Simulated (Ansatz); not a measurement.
RbBr:

```xyz
2
Lattice="4.1261 0.0000 0.0000 0.0000 4.1261 0.0000 0.0000 0.0000 4.1261" Properties=species:S:1:pos:R:3 pbc="T T T"
Rb    0.0000    0.0000    0.0000
Br    2.0630    2.0630    2.0630
```

The cell comes from a database or a generator and needn't be the stable form of this composition.

Base run:

- Program: Ansatz 0.2.0
- Functional: HSE(alpha, omega)
- Potentials or basis: all-electron PAW datasets made for the crystal
- Cutoff: 250 eV (chosen from the basis error)
- k mesh: 4 × 4 × 4
- Occupations: fermi-dirac, width 0.05 eV
- Spin: no spin polarisation

Its results: band gap on the k mesh 6.54 eV, indirect (least direct gap 6.71 eV); pressure 0.1 GPa.

**Question.** The run is repeated on the same cell with these changes: share of exact exchange from 0.5 to 0.1. What comes out?

**Answer.** Band gap on the k mesh 4.56 eV, indirect (least direct gap 4.71 eV); pressure 0.7 GPa.

A k mesh can miss the band edges.
